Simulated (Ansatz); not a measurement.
# BeS (F-43m): thermal expansion from first principles, part 2 of 2

Wanted: α(T), C_P(T) and B(T) of BeS in the quasi-harmonic approximation.

Experimental results on record:
- heat capacity C_P per formula unit 34.2 J/mol/K and bulk modulus 105 GPa near room temperature (given in “High-Throughput Prediction of Finite-Temperature Properties using the Quasi-Harmonic Approximation”, 2016, arXiv:1603.06924)

Ansatz 0.2.0; DFT r2SCAN, scalar-relativistic, plane waves, PAW.

So far. Step 2 (Probe on a coarse mesh): The start is under 1.2 GPa at this level and looks like an insulator or semiconductor on this mesh. Step 4 (Tight relaxation): The residual pressure is 0.0077 GPa, small enough for phonons. The relaxed cell has a = 4.868 Å (conventional setting).

The database entry behind the starting cell differs from later determinations by our own check (0.1 to 0.3 % short, probably kX units), so it need not match the best structure at ambient conditions.

**5. The quasi-harmonic study**

The study relaxes the crystal at several strains, solves the phonons on some of them and minimises the free energy at each temperature (static energy, vibrations, the electrons in a metal, and PV under a set pressure); the q-mesh sets how far the force constants reach.

Contents of input.yaml:

```yaml
crystal:
  lattice:
    - [0.0, 2.4342492579, 2.4342492579]
    - [2.4342492579, 0.0, 2.4342492579]
    - [2.4342492579, 2.4342492579, 0.0]
  atoms:
    - { symbol: Be, position: [0.0, 0.0, 0.0] }
    - { symbol: S, position: [0.25, 0.25, 0.25] }
kpoints:
  mp_grid: { grid: [8, 8, 8] }
hamiltonian:
  xc: r2scan
scf:
  occupations: { method: fixed }
output:
  eigenvalues: true
phonons:
  method: dfpt
  qmesh: [4, 4, 4]
  temperatures: { t_max: 800.0, t_step: 50 }
  thermal_expansion: {}
```

The run is started by

```bash
> ansatz run input.yaml --threads 4 --pin off --max-ram 16384MiB --backend cpu --events-out ev --progress --plain --runs-dir out
```

Numbers of over 12 decimals in the logs are rounded to 6 here.

The log of the run:

```text
Warning: phonons: the dynamical matrix that this run interpolates holds no multipole term above the dipole-dipole one, and a site of this crystal is no centre of inversion, so its interpolated transverse optical and acoustic branches and sound speeds can stay off near Gamma, and the density of states and the thermodynamics with them. What a run solves at a wave vector of phonons.qpoints, Gamma apart, where the deck admits one, is free of this, and under fd what a larger phonons.supercell samples
[...]
Crystal: 2 atoms, lattice volume = 28.849 Å³
Basis set: ecut = 580 eV, 941 PW (Γ), exchange–correlation on 180×180×180 points (216 copies of the dense FFT grid, shifted against one another)
Bands: 8, of which v1, the nominal top of the filled ones, is band 4 counted from 1 (3 counted from 0)
Symmetry: 24 space group operations
[...]
k-points: 29 of 512 (time reversal used)
[...]
SCF iter   1: F=—  HF=-1001.523358 eV  |F-HF|=—  |Δ(HF+E_count)|=         —  Δρ=4.79e-3  dr2=5.30e-3  dr2_τ=2.88e-2  ethr=1.77e-3  ⟨swp⟩=4.3  Hψ=1678  notcnv=0  defer=40
[...]
SCF iter   9: F=-1001.596701 eV  HF=-1001.596701 eV  |F-HF|=1.14e-13  |Δ(HF+E_count)|=  8.07e-12  Δρ=4.54e-8  dr2=7.21e-13  dr2_τ=7.29e-15  ethr=1.00e-12  ⟨swp⟩=5.0  Hψ=812  notcnv=0
SCF 1 converged in 9 iterations: F = -1001.596701 eV  dr2 = 7.21e-13
[...]
relax step   1: F+E_penalty+E_count = -1001.59670058 eV  Δ(F+E_penalty+E_count) = +0.000e0 eV  max|allowed force component| = 1.613e-16 eV/Å  Δτ_max = 0.0000 Å  (9 SCF iters, accepted)
SCF converged after 9 iterations
Free energy (F): -1001.596701 eV
[...]
Internal energy: -1001.596701 eV  (E = F + TS)
E sigma→0 (E₀):  -1001.596701 eV
Fermi energy:    4.999639 eV
[...]
--- Stress (GPa, compression-positive) ---
        0.007851      -0.000000      -0.000000
       -0.000000       0.007851       0.000000
       -0.000000       0.000000       0.007851
  P = ⅓ Tr σ = 0.0079 GPa (0.079 kbar)
--- Band table (eV; the first three rows and the last of 29) ---
[...]
── thermal expansion: 3 new cells, 3 in all ──
thermal expansion: relaxation of cell 2
thermal expansion: relaxation of cell 3
── thermal expansion: 2 new cells, 5 in all ──
thermal expansion: relaxation of cell 4
thermal expansion: lower-state search of cell 4
thermal expansion: phonons of cell 4
thermal expansion: relaxation of cell 5
thermal expansion: phonons of cell 5
── thermal expansion: 5 new cells, 10 in all ──
thermal expansion: relaxation of cell 6
thermal expansion: relaxation of cell 7
thermal expansion: relaxation of cell 8
thermal expansion: relaxation of cell 9
thermal expansion: relaxation of cell 10
thermal expansion: phonons of cell 6
thermal expansion: phonons of cell 7
--- Relaxed structure (1 steps of the walk, 1 accepted, 0 SCFs on fresh bases) ---
  F+E_penalty+E_count = -1001.59670058 eV   max|allowed force component| = 1.613e-16 eV/Å
  atoms:
    - { symbol: Be, position: [0.0, 0.0, 0.0] }
    - { symbol: S, position: [0.25, 0.25, 0.25] }
--- Thermal expansion: 10 cells in 3 rounds, 0 GPa ---
  no lower state was reached at cell 4
  without vibrations: a 3.44264, b 3.44264, c 3.44264 Å, V 28.8510 Å³, B 97.49 GPa
  at 0 K: a 3.45455, b 3.45455, c 3.45455 Å, V 29.1515 Å³, B 95.10 GPa
  zero-point expansion: a +0.346, b +0.346, c +0.346, V +1.042 %
      T/K        a/Å        b/Å        c/Å       V/Å³ | expansion of a, b, c, V (1e-6/K)   | that of V in the mean from 25 °C | C_P, C_V (J/mol K of the cell) | B_T, B_S (GPa)
     0.00    3.45455    3.45455    3.45455    29.1515 |    0.00    0.00    0.00    0.00 |    8.30 |     0.000     0.000 |    95.10    95.10
   100.00    3.45464    3.45464    3.45464    29.1538 |    0.97    0.97    0.97    2.92 |   12.09 |    10.658    10.657 |    95.03    95.04
   200.00    3.45553    3.45553    3.45553    29.1762 |    4.22    4.22    4.22   12.67 |   16.61 |    26.913    26.860 |    94.46    94.65
   298.15    3.45741    3.45741    3.45741    29.2238 |    6.65    6.65    6.65   19.94 |       - |    36.503    36.308 |    93.51    94.01
   350.00    3.45868    3.45868    3.45868    29.2560 |    7.49    7.49    7.49   22.46 |   21.27 |    39.618    39.329 |    92.94    93.62
   450.00    3.46147    3.46147    3.46147    29.3270 |    8.58    8.58    8.58   25.74 |   23.26 |    43.495    43.012 |    91.79    92.82
   550.00    3.46457    3.46457    3.46457    29.4059 |    9.29    9.29    9.29   27.86 |   24.74 |    45.803    45.118 |    90.59    91.96
   650.00    3.46788    3.46788    3.46788    29.4903 |    9.79    9.79    9.79   29.36 |   25.92 |    47.301    46.412 |    89.36    91.07
   750.00    3.47135    3.47135    3.47135    29.5788 |   10.18   10.18   10.18   30.54 |   26.88 |    48.353    47.255 |    88.10    90.15
   800.00    3.47313    3.47313    3.47313    29.6244 |   10.35   10.35   10.35   31.06 |   27.31 |    48.774    47.570 |    87.47    89.69
  the static fit leaves 0.000 meV an atom of the energies and, of the stresses, 0.000 GPa of each cell's largest along a strain (root mean squares over the cells), whose Pulay part it has at -0.011 GPa
  vibrations' free energy: its fit passes through its cells
  the electrons' free energy at temperature is not in it: every band gap is over 0.83 eV
  free energies summed between the sampled wave vectors
  estimated error of the fitted expansion in any direction: up to 0.032e-6/K, at 800 K, with few degrees of freedom (an estimate, not a bound: it was exceeded on models of known expansion)
  by sums over the sampled wave vectors an expansion of the volume parts by up to 0.41e-6/K
  by a static energy of one degree less an expansion of the volume parts by up to 0.01e-6/K
  the FFT grids of the static calculations differ: 27 × 27 × 27, 30 × 30 × 30
  band gaps on the cells' k-points are 3.522 to 3.701 eV
```

Wall time 11 min (4 threads of Intel Xeon Platinum 8488C (Sapphire Rapids), shared host); peak memory 2.4 GiB.

This step gave:

```yaml
pressure: 0.007851 GPa
volume_expansion_coefficient_at_298_k: 19.94 1e-6/K
c_p_at_298_k: 18.25 J/mol-atom/K
entropy_at_298_k: 15.02 J/mol-atom/K
isothermal_bulk_modulus_at_298_k: 93.51 GPa
grueneisen_parameter_at_298_k: 0.9040
volume_at_298_k: 14.61 Å³/atom
principal_linear_expansion_coefficients_at_298_k: 6.648, 6.648, 6.648 1e-6/K
```

Strained cells of the study; zero-point energy where phonons were solved; the pressures are stresses at a fixed cutoff and can carry an offset from the finite basis. Expansion cells, by row:

| cell | \|a\| (Å) | \|b\| (Å) | \|c\| (Å) | V (Å³/atom) | E - E_lowest (meV/atom) | pressure, compression positive (GPa) | gap (eV) | zero-point energy (meV/atom) |
| --- | --- | --- | --- | --- | --- | --- | --- | --- |
| 1 | 3.443 | 3.443 | 3.443 | 14.42 | 0 | -0.003 | 3.589 | - |
| 2 | 3.47 | 3.47 | 3.47 | 14.77 | 2.455 | -2.231 | 3.64 | - |
| 3 | 3.415 | 3.415 | 3.415 | 14.08 | 2.561 | 2.435 | 3.535 | - |
| 4 | 3.443 | 3.443 | 3.443 | 14.43 | 0 | -0.027 | 3.59 | 75.47 |
| 5 | 3.46 | 3.46 | 3.46 | 14.65 | 0.996 | -1.444 | 3.622 | 74.12 |
| 6 | 3.47 | 3.47 | 3.47 | 14.78 | 2.516 | -2.258 | 3.641 | 73.31 |
| 7 | 3.484 | 3.484 | 3.484 | 14.96 | 5.598 | -3.298 | 3.665 | 72.24 |
| 8 | 3.409 | 3.409 | 3.409 | 14 | 3.954 | 3.057 | 3.522 | - |
| 9 | 3.426 | 3.426 | 3.426 | 14.21 | 0.969 | 1.472 | 3.556 | - |
| 10 | 3.505 | 3.505 | 3.505 | 15.23 | 12.43 | -4.771 | 3.701 | - |

Quasi-harmonic; a, b, c are the run's own cell vectors. Expansion, by row:

| T (K) | a (Å) | b (Å) | c (Å) | alpha (deg) | beta (deg) | gamma (deg) | cell volume (Å³/cell) | alpha_a (1e-6/K) | alpha_b (1e-6/K) | alpha_c (1e-6/K) | alpha_V (1e-6/K) | C_P (J/mol-atom/K) | C_V (J/mol-atom/K) | S (J/mol-atom/K) | B_T (GPa) | B_S (GPa) | Grueneisen | extrapolation | fit error (1e-6/K) |
| --- | --- | --- | --- | --- | --- | --- | --- | --- | --- | --- | --- | --- | --- | --- | --- | --- | --- | --- | --- |
| 0 | 3.455 | 3.455 | 3.455 | 60 | 60 | 60 | 29.15 | 0 | 0 | 0 | 0 | 0 | 0 | 0 | 95.1 | 95.1 | - | 0 | 0 |
| 50 | 3.455 | 3.455 | 3.455 | 60 | 60 | 60 | 29.15 | 0.14 | 0.14 | 0.14 | 0.43 | 1.077 | 1.077 | 0.327 | 95.1 | 95.1 | 0.331 | 0 | 0 |
| 100 | 3.455 | 3.455 | 3.455 | 60 | 60 | 60 | 29.15 | 0.97 | 0.97 | 0.97 | 2.92 | 5.329 | 5.328 | 2.308 | 95.03 | 95.04 | 0.457 | 0 | 0 |
| 150 | 3.455 | 3.455 | 3.455 | 60 | 60 | 60 | 29.16 | 2.54 | 2.54 | 2.54 | 7.63 | 9.747 | 9.74 | 5.319 | 94.82 | 94.89 | 0.652 | 0 | 0 |
| 200 | 3.456 | 3.456 | 3.456 | 60 | 60 | 60 | 29.18 | 4.22 | 4.22 | 4.22 | 12.67 | 13.46 | 13.43 | 8.652 | 94.46 | 94.65 | 0.783 | 0 | 0.01 |
| 250 | 3.456 | 3.456 | 3.456 | 60 | 60 | 60 | 29.2 | 5.62 | 5.62 | 5.62 | 16.85 | 16.27 | 16.21 | 11.97 | 94 | 94.34 | 0.859 | 0 | 0.01 |
| 298.1 | 3.457 | 3.457 | 3.457 | 60 | 60 | 60 | 29.22 | 6.65 | 6.65 | 6.65 | 19.94 | 18.25 | 18.15 | 15.02 | 93.51 | 94.01 | 0.904 | 0 | 0.01 |
| 300 | 3.457 | 3.457 | 3.457 | 60 | 60 | 60 | 29.22 | 6.68 | 6.68 | 6.68 | 20.05 | 18.32 | 18.22 | 15.13 | 93.49 | 94 | 0.905 | 0 | 0.01 |
| 350 | 3.459 | 3.459 | 3.459 | 60 | 60 | 60 | 29.26 | 7.49 | 7.49 | 7.49 | 22.46 | 19.81 | 19.66 | 18.07 | 92.94 | 93.62 | 0.935 | 0 | 0.01 |
| 400 | 3.46 | 3.46 | 3.46 | 60 | 60 | 60 | 29.29 | 8.1 | 8.1 | 8.1 | 24.3 | 20.91 | 20.72 | 20.79 | 92.37 | 93.23 | 0.955 | 0 | 0.01 |
| 450 | 3.461 | 3.461 | 3.461 | 60 | 60 | 60 | 29.33 | 8.58 | 8.58 | 8.58 | 25.74 | 21.75 | 21.51 | 23.31 | 91.79 | 92.82 | 0.97 | 0 | 0.01 |
| 500 | 3.463 | 3.463 | 3.463 | 60 | 60 | 60 | 29.37 | 8.97 | 8.97 | 8.97 | 26.9 | 22.39 | 22.1 | 25.63 | 91.19 | 92.39 | 0.981 | 0 | 0.01 |
| 550 | 3.465 | 3.465 | 3.465 | 60 | 60 | 60 | 29.41 | 9.29 | 9.29 | 9.29 | 27.86 | 22.9 | 22.56 | 27.79 | 90.59 | 91.96 | 0.99 | 0 | 0.01 |
| 600 | 3.466 | 3.466 | 3.466 | 60 | 60 | 60 | 29.45 | 9.55 | 9.55 | 9.55 | 28.66 | 23.31 | 22.92 | 29.8 | 89.97 | 91.52 | 0.998 | 0 | 0.01 |
| 650 | 3.468 | 3.468 | 3.468 | 60 | 60 | 60 | 29.49 | 9.79 | 9.79 | 9.79 | 29.36 | 23.65 | 23.21 | 31.68 | 89.36 | 91.07 | 1.004 | 0 | 0.01 |
| 700 | 3.47 | 3.47 | 3.47 | 60 | 60 | 60 | 29.53 | 9.99 | 9.99 | 9.99 | 29.98 | 23.93 | 23.44 | 33.45 | 88.73 | 90.61 | 1.009 | 0 | 0.01 |
| 750 | 3.471 | 3.471 | 3.471 | 60 | 60 | 60 | 29.58 | 10.18 | 10.18 | 10.18 | 30.54 | 24.18 | 23.63 | 35.1 | 88.1 | 90.15 | 1.014 | 0 | 0.02 |
| 800 | 3.473 | 3.473 | 3.473 | 60 | 60 | 60 | 29.62 | 10.35 | 10.35 | 10.35 | 31.06 | 24.39 | 23.79 | 36.67 | 87.47 | 89.69 | 1.019 | 0 | 0.03 |

Expansion coefficient against temperature; values in 1e-6/K:

| temperature (K) | volume | principal 1 |
| --- | --- | --- |
| 0 | 0 | 0 |
| 50 | 0.43 | 0.14 |
| 100 | 2.92 | 0.97 |
| 150 | 7.63 | 2.54 |
| 200 | 12.7 | 4.22 |
| 250 | 16.9 | 5.62 |
| 298 | 19.9 | 6.65 |
| 300 | 20.1 | 6.68 |
| 350 | 22.5 | 7.49 |
| 400 | 24.3 | 8.1 |
| 450 | 25.7 | 8.58 |
| 500 | 26.9 | 8.97 |
| 550 | 27.9 | 9.29 |
| 600 | 28.7 | 9.55 |
| 650 | 29.4 | 9.79 |
| 700 | 30.0 | 9.99 |
| 750 | 30.5 | 10.2 |
| 800 | 31.1 | 10.3 |

At 298 K the volume expansion is 19.9 × 10⁻⁶/K and B_T is 93.5 GPa. The program raised the cutoff to 580 eV by itself: with no cutoff typed, the study takes about 1.16 times the default for its relaxations and scales it with the volume for the phonons.

**6. Summary of results**

| Quantity | Value |
| --- | --- |
| settings of these figures | r2SCAN, 580 eV, k 8×8×8, q 4×4×4 |
| volume expansion coefficient at 298 K | 19.94 1e-6/K |
| C_P at 298 K | 18.25 J/mol-atom/K |
| entropy at 298 K | 15.02 J/mol-atom/K |
| isothermal bulk modulus at 298 K | 93.51 GPa |
| Grüneisen parameter at 298 K | 0.9040 |
| volume at 298 K | 14.61 Å³/atom |
| principal linear expansion coefficients at 298 K | 6.648, 6.648, 6.648 1e-6/K |

Near room temperature BeS expands by 19.9 × 10⁻⁶/K in volume by r2SCAN, with C_P = 18.3 J/(mol K) per mole of atoms and B_T = 93.5 GPa. C_P at room temperature is 73 % of the classical 3R an atom, so the stiffest modes are still partly frozen out. A measured bulk modulus near room temperature is 105 GPa (arXiv:1603.06924); the calculated 93.5 GPa differs by -11 %. The table does not say whether its value is isothermal or adiabatic. A measured heat capacity per formula unit near room temperature is 34.2 J/mol/K (arXiv:1603.06924); the calculated 36.5 J/mol/K differs by +7 %. The interpolation has no quadrupole term, so branches near the zone centre are less sure, since this crystal has sites that are not centres of inversion. The PAW files were made for PBE and are used here under another functional, for which the program regenerates the frozen cores.

[Logs are printed without paths, hosts, clocks, repeated set-up lines and the standing remarks that a program may print on its own settings, such as how far it seeks lower states.]

[Hosts, paths, dates, database ids (printed as entryN), source tags and the programs' standing remarks are cut or masked in the printed files.]

[A step with changed settings may run another functional than the one named; its input shows which.]
